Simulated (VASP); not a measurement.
# Lu (Pm-3m) in VASP: further runs, part 2 of 2

VASP 6.6.1. Earlier steps stand in the parts before.

**3. Single point, RPBE**

This run uses another cell than the first one, of 37.72 Å³/atom, 1.080 times its volume.

INCAR reads:

```
  PREC = Accurate
  ENCUT = 520
  EDIFF = 1E-6
  ISMEAR = -1
  SIGMA = 0.1
  LREAL = F
  LASPH = T
  NELM = 60
  ALGO = Normal
  ISIF = 2
  LWAVE = F
  LCHARG = F
  GGA = RP
  NBANDS = 18
```

KPOINTS reads:

```
Automatic mesh
0
Gamma
  11 11 11
```

POSCAR reads:

```
Lu
1.0
    3.3536884833      0.0000000000      0.0000000000
    0.0000000000      3.3536884833      0.0000000000
    0.0000000000      0.0000000000      3.3536884833
Lu
1
Direct
    0.0000000000      0.0000000000      0.0000000000
```

Potentials or basis: VASP PAW PBE potentials, release 64 (Lu).

On the command line:

```sh
$ cat potpaw_PBE.64/Lu/POTCAR > POTCAR
$ mpirun -np 1 vasp_std > vasp.out
```

OUTCAR:

```text
PREC = Accurate
   ENCUT = 520
   EDIFF = 1E-6
   ISMEAR = -1
   LREAL = F
   LASPH = T
   NELM = 60
   ISIF = 2
   GGA = RP

 ion  position               nearest neighbor table
   1  0.000  0.000  0.000-

  LATTYP: Found a simple cubic cell.
 ALAT       =     3.3536884833

  Lattice vectors:

 A1 = (   3.3536884833,   0.0000000000,   0.0000000000)
 A2 = (   0.0000000000,   3.3536884833,   0.0000000000)
 A3 = (   0.0000000000,   0.0000000000,   3.3536884833)

Analysis of symmetry for initial positions (statically):
=====================================================================
 Subroutine PRICEL returns:
 Original cell was already a primitive cell.

 Routine SETGRP: Setting up the symmetry group for a
 simple cubic supercell.

 Subroutine GETGRP returns: Found 48 space group operations
 (whereof 48 operations were pure point group operations)
 out of a pool of 48 trial point group operations.

The static configuration has the point symmetry O_h .

Analysis of symmetry for dynamics (positions and initial velocities):
=====================================================================
 Subroutine PRICEL returns:
 Original cell was already a primitive cell.

 Routine SETGRP: Setting up the symmetry group for a
 simple cubic supercell.

 Subroutine GETGRP returns: Found 48 space group operations
 (whereof 48 operations were pure point group operations)
 out of a pool of 48 trial point group operations.

The dynamic configuration has the point symmetry O_h .

 Subroutine INISYM returns: Found 48 space group operations
 (whereof 48 operations are pure point group operations),
 and found     1 'primitive' translations

----------------------------------------------------------------------------------------

                                     Primitive cell

  volume of cell :      37.7197

  direct lattice vectors                    reciprocal lattice vectors
     3.353688483  0.000000000  0.000000000     0.298179156  0.000000000  0.000000000
     0.000000000  3.353688483  0.000000000     0.000000000  0.298179156  0.000000000
     0.000000000  0.000000000  3.353688483     0.000000000  0.000000000  0.298179156

  length of vectors
     3.353688483  3.353688483  3.353688483     0.298179156  0.298179156  0.298179156

  position of ions in fractional coordinates (direct lattice)
     0.000000000  0.000000000  0.000000000

  ion indices of the primitive-cell ions
   primitive index   ion index
                 1           1

----------------------------------------------------------------------------------------

 KPOINTS: Automatic mesh

Automatic generation of k-mesh.
 Grid dimensions read from file:
 generate k-points for:   11   11   11

 Generating k-lattice:

  Cartesian coordinates                     Fractional coordinates (reciprocal lattice)
     0.027107196  0.000000000  0.000000000     0.090909091  0.000000000  0.000000000
     0.000000000  0.027107196  0.000000000     0.000000000  0.090909091  0.000000000
     0.000000000  0.000000000  0.027107196     0.000000000  0.000000000  0.090909091

  Length of vectors
     0.027107196  0.027107196  0.027107196

  Shift w.r.t. Gamma in fractional coordinates (k-lattice)
     0.000000000  0.000000000  0.000000000

 Subroutine IBZKPT returns following result:
 ===========================================

 Found     56 irreducible k-points:

 Following reciprocal coordinates:
            Coordinates               Weight
  0.000000  0.000000  0.000000      1.000000
  0.090909  0.000000  0.000000      6.000000
  0.181818  0.000000  0.000000      6.000000
  0.272727  0.000000  0.000000      6.000000
  0.363636  0.000000  0.000000      6.000000
  0.454545  0.000000  0.000000      6.000000
[... 16 lines left out ...]
  0.181818  0.090909  0.090909     24.000000
  0.272727  0.090909  0.090909     24.000000
 [... further k-points ...]
   k-points           NKPTS =     56   k-points in BZ     NKDIM =     56   number of bands    NBANDS=     18
   number of dos      NEDOS =    301   number of ions     NIONS =      1
   total plane-waves  NPLWV =  21952
   dimension x,y,z NGX =    28 NGY =   28 NGZ =   28
   dimension x,y,z NGXF=    56 NGYF=   56 NGZF=   56
   ions per type =               1
   NGX,Y,Z   is equivalent  to a cutoff of  13.88, 13.88, 13.88 a.u.
   NGXF,Y,Z  is equivalent  to a cutoff of  27.76, 27.76, 27.76 a.u.
 SYSTEM =  unknown system
   PREC   = accura    normal or accurate (medium, high low for compatibility)
   ISTART =      0    job   : 0-new  1-cont  2-samecut
   ICHARG =      2    charge: 1-file 2-atom 10-const
   ISPIN  =      1    spin polarized calculation?
   LNONCOLLINEAR =      F non collinear calculations
   LSORBIT =      F    spin-orbit coupling
   LASPH  =      T    aspherical Exc in radial PAW
   ENCUT  =  520.0 eV  38.22 Ry    6.18 a.u.   6.24  6.24  6.24*2*pi/ulx,y,z
   NELM   =     60;   NELMIN=  2; NELMDL= -5     # of ELM steps
   EDIFF  = 0.1E-05   stopping-criterion for ELM
   LREAL  =      F    real-space projection
   EDIFFG = 0.1E-04   stopping-criterion for IOM
   NSW    =      0    number of steps for IOM
   IBRION =     -1    ionic relax: 0-MD 1-quasi-New 2-CG
   NFREE  =      0    steps in history (QN), initial steepest desc. (CG)
   ISIF   =      2    stress and relaxation
   ISYM   =      2    0-nonsym 1-usesym 2-fastsym
   POTIM  = 0.5000    time-step for ionic-motion
   TEBEG  =    0.0;   TEEND  =   0.0 temperature during run
   PSTRESS=    0.0 pullay stress
   NELECT =      25.0000    total number of electrons
   NUPDOWN=      -1.0000    fix difference up-down
   EMIN   =  10.00;   EMAX   =-10.00  energy-range for DOS
   EFERMI =   0.00;   METHOD = LEGACY
   ISMEAR =    -1;   SIGMA  =   0.10  broadening in eV -4-tet -1-fermi 0-gaus
   EFERMI_NEDOS =   21; number of points for ismear=-14 and -15
   IALGO  =     38    algorithm
   IMIX   =      4    mixing-type and parameters
     AMIX     =   0.40;   BMIX     =  1.00
     AMIX_MAG =   1.60;   BMIX_MAG =  1.00
  volume/ion in A,a.u.               =      37.72       254.55
  Fermi-wavevector in a.u.,A,eV,Ry     =   1.427355  2.697311 27.719739  2.037343
  Thomas-Fermi vector in A             =   2.547534
   LORBIT       =      0    0 simple, 1 ext, 2 COOP (PROOUT), +10 PAW based schemes
   GGA     = RP    functional components
   LHFCALC =     F    Hartree Fock is set to
   AEXX    =    0.0000 exact exchange contribution
   IVDW    =     0    specifies the selected vdW correction
   LEPSILON=     F    determine dielectric tensor
   LRPA    =     F    only Hartree local field effects (RPA)
 non-spin polarized calculation
  energy-cutoff  :      520.00
  volume of cell :       37.72
 maximum number of plane-waves:      1025
 NGX is ok and might be reduce to    28
   NGX = 13   NGY = 13   NGZ = 13

 number of electron      25.0000008 magnetization

 Free energy of the ion-electron system (eV)
  ---------------------------------------------------
  ext. energy  EPLUGINS =         0.00000000
  ---------------------------------------------------
  free energy    TOTEN  =        -3.35798223 eV

  energy without entropy =       -3.29127076  energy(sigma->0) =       -3.32462650

 E-fermi :   1.3676     XC(G=0):  -9.3288

 val. band max:        1.3664515268   @ k =   0.3636   0.0909   0.0909
 cond. band min:       1.3837259978   @ k =   0.3636   0.1818   0.0909
 fundamental gap:      0.0172744710
 Fermi energy:         1.3675674481

 k-point     1 :       0.0000    0.0000    0.0000
  band No.  band energies     occupation
      1     -55.7053      2.00000
      2     -26.1687      2.00000
      3     -26.1687      2.00000
      4     -26.1687      2.00000
      5      -4.3192      2.00000
      6      -4.3192      2.00000
[... 10 lines left out ...]
     17       6.6238      0.00000
     18      10.7991      0.00000

 k-point     2 :       0.0909    0.0000    0.0000
  band No.  band energies     occupation
      1     -55.7042      2.00000
      2     -26.1959      2.00000
      3     -26.1664      2.00000
      4     -26.1664      2.00000
      5      -4.3211      2.00000
      6      -4.3176      2.00000
[... 10 lines left out ...]
     17       6.6422      0.00000
     18       9.9757      0.00000
[... 442 lines left out ...]
 k-point    24 :       0.2727    0.0909    0.0909
  band No.  band energies     occupation
      1     -55.6950      2.00000
      2     -26.3563      2.00000
      3     -26.1780      2.00000
      4     -26.1759      2.00000
      5      -4.3333      2.00000
      6      -4.3285      2.00000
[... 10 lines left out ...]
     17       6.2491      0.00000
     18       8.5181      0.00000

 [... further k-points ...]

------------------------ aborting loop because EDIFF is reached ----------------------------------------

  FORCE on cell =-STRESS in cart. coord.  units (eV):
  Direction    XX          YY          ZZ          XY          YZ          ZX
  --------------------------------------------------------------------------------------
  -------------------------------------------------------------------------------------
  Total       -0.4243997     -0.4243997     -0.4243997      0.0000000     -0.0000000      0.0000000
  in kB      -18.0267519    -18.0267519    -18.0267519      0.0000000     -0.0000000      0.0000000
  external PRESSURE =     -18.0267519 kB  Pullay stress =       0.0000000 kB

 VOLUME and BASIS-vectors are now :
 -----------------------------------------------------------------------------
  energy-cutoff  :      520.00
  volume of cell :       37.72
      direct lattice vectors                 reciprocal lattice vectors
     3.353688483  0.000000000  0.000000000     0.298179156  0.000000000  0.000000000
     0.000000000  3.353688483  0.000000000     0.000000000  0.298179156  0.000000000
     0.000000000  0.000000000  3.353688483     0.000000000  0.000000000  0.298179156

 POSITION                                       TOTAL-FORCE (eV/Angst)
 -----------------------------------------------------------------------------------
      0.00000      0.00000      0.00000         0.000000      0.000000      0.000000
 -----------------------------------------------------------------------------------
    total drift:                               -0.000000     -0.000000     -0.000000

  FREE ENERGIE OF THE ION-ELECTRON SYSTEM (eV)
  ---------------------------------------------------
  free  energy   TOTEN  =        -3.3579822310 eV

  energy  without entropy=       -3.2912707600  energy(sigma->0) =       -3.32462650
```

Run time: 15 s. Hardware: 1 thread of AMD EPYC 9R45 (Zen 5), shared host; peak memory 0.16 GiB.

Results:

| Property | Result |
| --- | --- |
| Free energy | -3.3580 eV |
| Pressure | -1.8 GPa |
| Band gap on the k mesh | none (metal or under the smearing width) |

Caveat: the PAW data sets were made with another functional, which shifts forces and pressure a little. Spin-orbit coupling is left out, which matters for the levels of Lu.

**4. Single point, RPBE**

This run uses another cell than the first one, of 32.13 Å³/atom, 0.920 times its volume.

INCAR reads:

```
SYSTEM = Lu
ALGO = Normal
EDIFF = 1E-7
ENCUT = 520
GGA = RP
ISIF = 2
ISMEAR = -1
LASPH = .TRUE.
LCHARG = .FALSE.
LREAL = .FALSE.
LWAVE = .FALSE.
NBANDS = 18
NELM = 60
PREC = Accurate
SIGMA = 0.1
```

KPOINTS reads:

```
k-points
0
G
  11 11 11
  0 0 0
```

POSCAR reads:

```
Lu
1.0
    3.1791479795      0.0000000000      0.0000000000
    0.0000000000      3.1791479795      0.0000000000
    0.0000000000      0.0000000000      3.1791479795
Lu
1
Direct
    0.0000000000      0.0000000000      0.0000000000
```

Potentials or basis: VASP PAW PBE potentials, release 64 (Lu).

On the command line:

```sh
$ cat potpaw_PBE.64/Lu/POTCAR > POTCAR
$ mpirun -np 1 vasp_std > vasp.out
```

OUTCAR:

```text
SYSTEM = Lu
   EDIFF = 1E-7
   ENCUT = 520
   GGA = RP
   ISIF = 2
   ISMEAR = -1
   LASPH = .TRUE.
   LREAL = .FALSE.
   NELM = 60
   PREC = Accurate

 ion  position               nearest neighbor table
   1  0.000  0.000  0.000-

  LATTYP: Found a simple cubic cell.
 ALAT       =     3.1791479795

  Lattice vectors:

 A1 = (   3.1791479795,   0.0000000000,   0.0000000000)
 A2 = (   0.0000000000,   3.1791479795,   0.0000000000)
 A3 = (   0.0000000000,   0.0000000000,   3.1791479795)

Analysis of symmetry for initial positions (statically):
=====================================================================
 Subroutine PRICEL returns:
 Original cell was already a primitive cell.

 Routine SETGRP: Setting up the symmetry group for a
 simple cubic supercell.

 Subroutine GETGRP returns: Found 48 space group operations
 (whereof 48 operations were pure point group operations)
 out of a pool of 48 trial point group operations.

The static configuration has the point symmetry O_h .

Analysis of symmetry for dynamics (positions and initial velocities):
=====================================================================
[... 154 lines left out ...]

  energy without entropy =       -3.29253839  energy(sigma->0) =       -3.32357765

 E-fermi :   1.9417     XC(G=0): -10.0190

 val. band max:        1.9261294340   @ k =   0.4545   0.4545   0.3636
 cond. band min:       1.9715589420   @ k =   0.2727   0.0000   0.0000
 fundamental gap:      0.0454295080
 Fermi energy:         1.9417077849

 k-point     1 :       0.0000    0.0000    0.0000
  band No.  band energies     occupation
      1     -54.7921      2.00000
      2     -25.1798      2.00000
      3     -25.1798      2.00000
      4     -25.1798      2.00000
      5      -3.7617      2.00000
      6      -3.4637      2.00000
[... 481 lines left out ...]
      5      -3.4857      2.00000
      6      -3.4796      2.00000
[... 10 lines left out ...]
     17       7.6310      0.00000
     18      10.2140      0.00000

 [... further k-points ...]

------------------------ aborting loop because EDIFF is reached ----------------------------------------

  FORCE on cell =-STRESS in cart. coord.  units (eV):
  Direction    XX          YY          ZZ          XY          YZ          ZX
  --------------------------------------------------------------------------------------
  -------------------------------------------------------------------------------------
  Total        0.5070923      0.5070923      0.5070923      0.0000000      0.0000000      0.0000000
  in kB       25.2851396     25.2851396     25.2851396      0.0000000      0.0000000      0.0000000
  external PRESSURE =      25.2851396 kB  Pullay stress =       0.0000000 kB

 VOLUME and BASIS-vectors are now :
 -----------------------------------------------------------------------------
  energy-cutoff  :      520.00
  volume of cell :       32.13
      direct lattice vectors                 reciprocal lattice vectors
     3.179147980  0.000000000  0.000000000     0.314549686  0.000000000  0.000000000
     0.000000000  3.179147980  0.000000000     0.000000000  0.314549686  0.000000000
     0.000000000  0.000000000  3.179147980     0.000000000  0.000000000  0.314549686

 POSITION                                       TOTAL-FORCE (eV/Angst)
 -----------------------------------------------------------------------------------
      0.00000      0.00000      0.00000         0.000000      0.000000      0.000000
 -----------------------------------------------------------------------------------
    total drift:                                0.000000      0.000000     -0.000000

  FREE ENERGIE OF THE ION-ELECTRON SYSTEM (eV)
  ---------------------------------------------------
  free  energy   TOTEN  =        -3.3546169230 eV

  energy  without entropy=       -3.2925383857  energy(sigma->0) =       -3.32357765
```

OSZICAR:

```text
N       E                     dE             d eps       ncg     rms          rms(c)
DAV:   1     0.849795397968E+02    0.84980E+02   -0.10282E+04  2514   0.458E+03
DAV:   2     0.277791800092E+01   -0.82202E+02   -0.80433E+02  2084   0.362E+02
DAV:   3    -0.319352745785E+01   -0.59714E+01   -0.58938E+01  2290   0.735E+01
DAV:   4    -0.343856919727E+01   -0.24504E+00   -0.24326E+00  2942   0.115E+01
DAV:   5    -0.344257484521E+01   -0.40056E-02   -0.40033E-02  2364   0.136E+00    0.298E+00
DAV:   6    -0.337402438375E+01    0.68550E-01   -0.16669E-01  3080   0.554E+00    0.135E+00
DAV:   7    -0.335540836610E+01    0.18616E-01   -0.37977E-02  3068   0.131E+00    0.228E-01
DAV:   8    -0.335435213522E+01    0.10562E-02   -0.43155E-03  3090   0.702E-01    0.957E-02
DAV:   9    -0.335461387379E+01   -0.26174E-03   -0.46091E-04  2598   0.204E-01    0.116E-02
DAV:  10    -0.335461533468E+01   -0.14609E-05   -0.39092E-05  2690   0.394E-02    0.871E-03
DAV:  11    -0.335461756740E+01   -0.22327E-05   -0.32159E-06  2350   0.172E-02    0.460E-03
DAV:  12    -0.335461699650E+01    0.57090E-06   -0.59069E-07  2604   0.908E-03    0.395E-04
DAV:  13    -0.335461692299E+01    0.73509E-07   -0.25660E-08  1354   0.149E-03
   1 F= -.33546169E+01 E0= -.33235777E+01  d E =-.620785E-01
```

It took 12 s on 1 thread of AMD EPYC 9R45 (Zen 5), shared host; peak memory 0.14 GiB.

Results:

| Property | Result |
| --- | --- |
| Free energy | -3.3546 eV |
| Pressure | 2.5 GPa |
| Band gap on the k mesh | none (metal or under the smearing width) |

Caveat: the PAW data sets were made with another functional, which shifts forces and pressure a little. Spin-orbit coupling is left out, which matters for the levels of Lu.

**5. Summary**

| cell | k mesh | gap on the mesh (eV) | pressure (GPa) |
| --- | --- | --- | --- |
| Pm-3m, 34.93 Å³/atom | 16 × 16 × 16 | none | 0.0 |
| Pm-3m, 37.72 Å³/atom | 11 × 11 × 11 | none | -1.8 |
| Pm-3m, 32.13 Å³/atom | 11 × 11 × 11 | none | 2.5 |

Alike in all rows: task single point; level RPBE; potentials or basis VASP PAW PBE potentials, release 64 (Lu); no spin polarisation; cutoff (eV) 520; smearing fermi-dirac 0.1 eV.

Every run on the cell as given and a fine mesh finds a metal.

Caveats: the PAW data sets were made with another functional, which shifts forces and pressure a little.

Absolute energies hang on the potentials; compare differences alone.
